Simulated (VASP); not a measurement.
# Ca (Fm-3m) in VASP: elastic constants with RPBE

Aim: the elastic constants of Ca with RPBE.

All numbers are computed with VASP 6.6.1; they aren't measurements. Logs are shortened: lines on timing, memory, paths and dates and some standing lists are left out, and cuts for length are marked.

### Step 1. The structure

The structure is cubic, space group Fm-3m (No. 225). The conventional cell has a = 5.601 Å, b = 5.601 Å, c = 5.601 Å, α = 90.00°, β = 90.00°, γ = 90.00°. Around Ca (site symmetry m-3m) lie 12 Ca at 3.96 Å.

### Step 2. Elastic constants, RPBE

The input, POSCAR:

```
Ca
1.0
    0.0000000000      2.8005000000      2.8005000000
    2.8005000000      0.0000000000      2.8005000000
    2.8005000000      2.8005000000      0.0000000000
Ca
1
Direct
    0.0000000000      0.0000000000      0.0000000000
```

The input, INCAR.step1:

```
PREC     = Accurate       # precision mode
ENCUT    = 600            # plane-wave cutoff, eV
EDIFF    = 1E-8           # SCF threshold, eV
ISMEAR   = 0              # smearing method
SIGMA    = 0.1            # smearing width, eV
LREAL    = False          # projectors in reciprocal space
LASPH    = True           # aspherical terms in the spheres
NELM     = 60             # most SCF steps
ALGO     = Normal         # electronic algorithm
ISIF     = 3              # what is computed and relaxed
LWAVE    = False          # write WAVECAR
LCHARG   = False          # write CHGCAR
GGA      = RP             # functional
IBRION   = 2              # ionic algorithm
NSW      = 40             # ionic steps
EDIFFG   = -0.002         # ionic threshold
```

The input, INCAR.step2:

```
PREC     = Accurate       # precision mode
ENCUT    = 600            # plane-wave cutoff, eV
EDIFF    = 1E-8           # SCF threshold, eV
ISMEAR   = 0              # smearing method
SIGMA    = 0.1            # smearing width, eV
LREAL    = False          # projectors in reciprocal space
LASPH    = True           # aspherical terms in the spheres
NELM     = 60             # most SCF steps
ALGO     = Normal         # electronic algorithm
ISIF     = 3              # what is computed and relaxed
LWAVE    = False          # write WAVECAR
LCHARG   = False          # write CHGCAR
GGA      = RP             # functional
IBRION   = 6              # ionic algorithm
NFREE    = 2            
POTIM    = 0.015          # step
NSW      = 1              # ionic steps
```

The input, KPOINTS:

```
regular mesh
0
Gamma
  14 14 14
```

Potentials or basis: VASP PAW PBE potentials, release 64 (Ca_sv).

On the command line:

```
> cat potpaw_PBE.64/Ca_sv/POTCAR > POTCAR
> cp INCAR.step1 INCAR
> mpirun -np 1 vasp_std > vasp.out
> cp CONTCAR POSCAR
> cp INCAR.step2 INCAR
> mpirun -np 1 vasp_std > vasp.out
```

OUTCAR:

```text
PREC = Accurate
   ENCUT = 600
   EDIFF = 1E-8
   ISMEAR = 0
   LREAL = False
   LASPH = True
   NELM = 60
   ISIF = 3
   GGA = RP
   IBRION = 6
   NFREE = 2
   POTIM = 0.015
   NSW = 1

 ion  position               nearest neighbor table
   1  0.000  0.000  0.000-

  LATTYP: Found a face centered cubic cell.
 ALAT       =     5.6257750339

  Lattice vectors:

 A1 = (   0.0000000000,   2.8128875170,   2.8128875170)
 A2 = (   2.8128875170,   0.0000000000,   2.8128875170)
 A3 = (   2.8128875170,   2.8128875170,   0.0000000000)

Analysis of symmetry for initial positions (statically):
=====================================================================
 Subroutine PRICEL returns:
 Original cell was already a primitive cell.

 Routine SETGRP: Setting up the symmetry group for a
 face centered cubic supercell.

 Subroutine GETGRP returns: Found 48 space group operations
 (whereof 48 operations were pure point group operations)
 out of a pool of 48 trial point group operations.

The static configuration has the point symmetry O_h .

Analysis of symmetry for dynamics (positions and initial velocities):
=====================================================================
 Subroutine PRICEL returns:
 Original cell was already a primitive cell.

 Routine SETGRP: Setting up the symmetry group for a
 face centered cubic supercell.

 Subroutine GETGRP returns: Found 48 space group operations
 (whereof 48 operations were pure point group operations)
 out of a pool of 48 trial point group operations.

The dynamic configuration has the point symmetry O_h .

 Subroutine INISYM returns: Found 48 space group operations
 (whereof 48 operations are pure point group operations),
 and found     1 'primitive' translations

----------------------------------------------------------------------------------------

                                     Primitive cell

  volume of cell :      44.5130

  direct lattice vectors                    reciprocal lattice vectors
     0.000000000  2.812887517  2.812887517    -0.177753286  0.177753286  0.177753286
     2.812887517  0.000000000  2.812887517     0.177753286 -0.177753286  0.177753286
     2.812887517  2.812887517  0.000000000     0.177753286  0.177753286 -0.177753286

  length of vectors
     3.978023676  3.978023676  3.978023676     0.307877723  0.307877723  0.307877723

  position of ions in fractional coordinates (direct lattice)
     0.000000000  0.000000000  0.000000000

  ion indices of the primitive-cell ions
   primitive index   ion index
                 1           1

----------------------------------------------------------------------------------------

 KPOINTS: regular mesh

Automatic generation of k-mesh.
 Grid dimensions read from file:
 generate k-points for:   14   14   14

 Generating k-lattice:

  Cartesian coordinates                     Fractional coordinates (reciprocal lattice)
    -0.012696663  0.012696663  0.012696663     0.071428571  0.000000000  0.000000000
     0.012696663 -0.012696663  0.012696663     0.000000000  0.071428571  0.000000000
     0.012696663  0.012696663 -0.012696663     0.000000000  0.000000000  0.071428571

  Length of vectors
     0.021991266  0.021991266  0.021991266

  Shift w.r.t. Gamma in fractional coordinates (k-lattice)
     0.000000000  0.000000000  0.000000000
[... 96 lines left out ...]
  ext. energy  EPLUGINS =         0.00000000
  ---------------------------------------------------
  free energy    TOTEN  =        -1.74863101 eV

  energy without entropy =       -1.74183408  energy(sigma->0) =       -1.74523254

------------------------ aborting loop because EDIFF is reached ----------------------------------------

  FORCE on cell =-STRESS in cart. coord.  units (eV):
  Direction    XX          YY          ZZ          XY          YZ          ZX
  --------------------------------------------------------------------------------------
  -------------------------------------------------------------------------------------
  Total       -0.0005700     -0.0005700     -0.0005700      0.0000000     -0.0000000      0.0000000
  in kB       -0.0205152     -0.0205152     -0.0205152      0.0000000     -0.0000000      0.0000000
  external PRESSURE =      -0.0205152 kB  Pullay stress =       0.0000000 kB
[... 86 lines left out ...]
  FREE ENERGIE OF THE ION-ELECTRON SYSTEM (eV)
  ---------------------------------------------------
  free  energy   TOTEN  =        -1.7479650148 eV

  energy  without entropy=       -1.7411009772  energy(sigma->0) =       -1.74453300

[... ionic steps 4 to 12 ...]

--------------------------------------- Ionic step       13  -------------------------------------------

 number of electron      10.0000000 magnetization

------------------------ aborting loop because EDIFF is reached ----------------------------------------
[... 65 lines left out ...]
--------------------------------------- Ionic step       15  -------------------------------------------

 number of electron      10.0000000 magnetization

 Free energy of the ion-electron system (eV)
  ---------------------------------------------------
  ext. energy  EPLUGINS =         0.00000000
  ---------------------------------------------------
  free energy    TOTEN  =        -1.74863139 eV

  energy without entropy =       -1.74183446  energy(sigma->0) =       -1.74523293

 E-fermi :   1.8523     XC(G=0):  -7.4513

 val. band max:        1.8492197087   @ k =  -0.3571   0.4286   0.1429
 cond. band min:       1.8659238130   @ k =  -0.3571   0.4286   0.0714
 fundamental gap:      0.0167041043
 Fermi energy:         1.8522789315

 k-point     1 :       0.0000    0.0000    0.0000
  band No.  band energies     occupation
      1     -40.4051      2.00000
      2     -21.2687      2.00000
      3     -21.2687      2.00000
      4     -21.2687      2.00000
      5      -2.0621      2.00000
      6       4.1744      0.00000
      7       4.1744      0.00000
      8       4.1744      0.00000
      9       5.1767      0.00000
[... 265 lines left out ...]
 k-point    24 :       0.2857    0.1429    0.0000
  band No.  band energies     occupation
      1     -40.3990      2.00000
      2     -21.3239      2.00000
      3     -21.2842      2.00000
      4     -21.2830      2.00000
      5      -0.8988      2.00000
      6       3.2471      0.00000
      7       4.1389      0.00000
      8       4.4629      0.00000
      9       4.8699      0.00000

 [... further k-points ...]

------------------------ aborting loop because EDIFF is reached ----------------------------------------

  FORCE on cell =-STRESS in cart. coord.  units (eV):
  Direction    XX          YY          ZZ          XY          YZ          ZX
  --------------------------------------------------------------------------------------
  -------------------------------------------------------------------------------------
  Total       -0.0004757     -0.0004757     -0.0004757      0.0000000      0.0000000     -0.0000000
  in kB       -0.0171219     -0.0171219     -0.0171219      0.0000000      0.0000000     -0.0000000
  external PRESSURE =      -0.0171219 kB  Pullay stress =       0.0000000 kB
[... 16 lines left out ...]
  FREE ENERGIE OF THE ION-ELECTRON SYSTEM (eV)
  ---------------------------------------------------
  free  energy   TOTEN  =        -1.7486313886 eV

  energy  without entropy=       -1.7418344648  energy(sigma->0) =       -1.74523293

 INTERNAL STRAIN TENSORS FROM STRAINED CELLS
 ============================================

 INTERNAL STRAIN TENSOR FOR ION    1 for displacements in x,y,z  (eV/Angst):
          X           Y           Z          XY          YZ          ZX
  --------------------------------------------------------------------------------
  x    -0.00000     0.00000    -0.00000    -0.00000    -0.00000    -0.00000
  y     0.00000     0.00000    -0.00000     0.00000     0.00000    -0.00000
  z    -0.00000     0.00000     0.00000     0.00000    -0.00000     0.00000

 INTERNAL STRAIN TENSORS FROM DISPLACED ATOMS
 ============================================

 INTERNAL STRAIN TENSOR FOR ION    1 for displacements in x,y,z  (eV/Angst):
          X           Y           Z          XY          YZ          ZX
  --------------------------------------------------------------------------------
  x     0.00000     0.00000     0.00000     0.00000     0.00000     0.00000
  y     0.00000     0.00000     0.00000     0.00000     0.00000     0.00000
  z     0.00000     0.00000     0.00000     0.00000     0.00000     0.00000

 Eigenvectors and eigenvalues of the dynamical matrix
 ----------------------------------------------------

   1 f  =    0.000000 THz     0.000000 2PiTHz    0.000000 cm-1     0.000000 meV
             X         Y         Z           dx          dy          dz
      0.000000  0.000000  0.000000     0.707107   -0.707107    0.000000

   2 f  =    0.000000 THz     0.000000 2PiTHz    0.000000 cm-1     0.000000 meV
             X         Y         Z           dx          dy          dz
      0.000000  0.000000  0.000000    -0.707107   -0.707107    0.000000

   3 f  =    0.000000 THz     0.000000 2PiTHz    0.000000 cm-1     0.000000 meV
             X         Y         Z           dx          dy          dz
      0.000000  0.000000  0.000000     0.000000    0.000000    1.000000

--------------------------------------------------------------------------------------------------------

 ELASTIC MODULI CONTR FROM IONIC RELAXATION (kBar)
 Direction    XX          YY          ZZ          XY          YZ          ZX
 --------------------------------------------------------------------------------
 XX           0.0000      0.0000      0.0000      0.0000      0.0000      0.0000
 YY           0.0000      0.0000      0.0000      0.0000      0.0000      0.0000
 ZZ           0.0000      0.0000      0.0000      0.0000      0.0000      0.0000
 XY           0.0000      0.0000      0.0000      0.0000      0.0000      0.0000
 YZ           0.0000      0.0000      0.0000      0.0000      0.0000      0.0000
 ZX           0.0000      0.0000      0.0000      0.0000      0.0000      0.0000
 --------------------------------------------------------------------------------

 TOTAL ELASTIC MODULI (kBar)
 Direction    XX          YY          ZZ          XY          YZ          ZX
 --------------------------------------------------------------------------------
 XX         215.9180    135.5627    135.5627      0.0000     -0.0000      0.0000
 YY         135.5627    215.9180    135.5627      0.0000      0.0000      0.0000
 ZZ         135.5627    135.5627    215.9180     -0.0000     -0.0000      0.0000
 XY           0.0000      0.0000     -0.0000    154.8167      0.0000      0.0000
 YZ          -0.0000      0.0000     -0.0000      0.0000    154.8167      0.0000
 ZX           0.0000      0.0000      0.0000      0.0000      0.0000    154.8167
 --------------------------------------------------------------------------------
```

Wall time 33 min (1 thread of Intel Xeon Platinum 8488C (Sapphire Rapids), shared host); peak memory 0.71 GiB.

Results:

```yaml
Relaxed_volume: 44.51 Å³/atom
Relaxed_cell: a = 3.978 Å, b = 3.978 Å, c = 3.978 Å, α = 60.00°, β = 60.00°, γ = 60.00°
Space_group_after_relaxing_to_0.05_Å: Fm-3m (No. 225)
Elastic_constants_C11_C12_C44: 22, 14, 15 GPa
Voigt_bulk_modulus: 16 GPa
```

The path:
| step | energy change (eV) | largest force (eV/Å) | pressure (GPa) | volume (Å³) |
| --- | --- | --- | --- | --- |
| 1 | 0.0000 | 0.0000 | 0.22 | 43.93 |
| 2 | -0.0003 | 0.0000 | 0.07 | 44.31 |
| 3 | -0.0004 | 0.0000 | 0.00 | 44.51 |

Final structure:
```cif
data_structure
_symmetry_space_group_name_H-M 'P 1'
_symmetry_Int_Tables_number 1
_cell_length_a 3.9780
_cell_length_b 3.9780
_cell_length_c 3.9780
_cell_angle_alpha 60.000
_cell_angle_beta 60.000
_cell_angle_gamma 60.000
_cell_volume 44.51
loop_
_atom_site_label
_atom_site_type_symbol
_atom_site_fract_x
_atom_site_fract_y
_atom_site_fract_z
_atom_site_occupancy
Ca1 Ca 0.00000 0.00000 0.00000 1
```

Elastic tensor in Voigt notation (GPa, in the Cartesian axes of the cell as first typed):
```
22 14 14  0  0  0
14 22 14  0  0  0
14 14 22  0  0  0
 0  0  0 15  0  0
 0  0  0  0 15  0
 0  0  0  0  0 15
```

Clamped-ion elastic tensor (GPa):
```
22 14 14  0  0  0
14 22 14  0  0  0
14 14 22  0  0  0
 0  0  0 15  0  0
 0  0  0  0 15  0
 0  0  0  0  0 15
```

Caveat: the PAW data sets were made with another functional, which shifts forces and pressure a little.
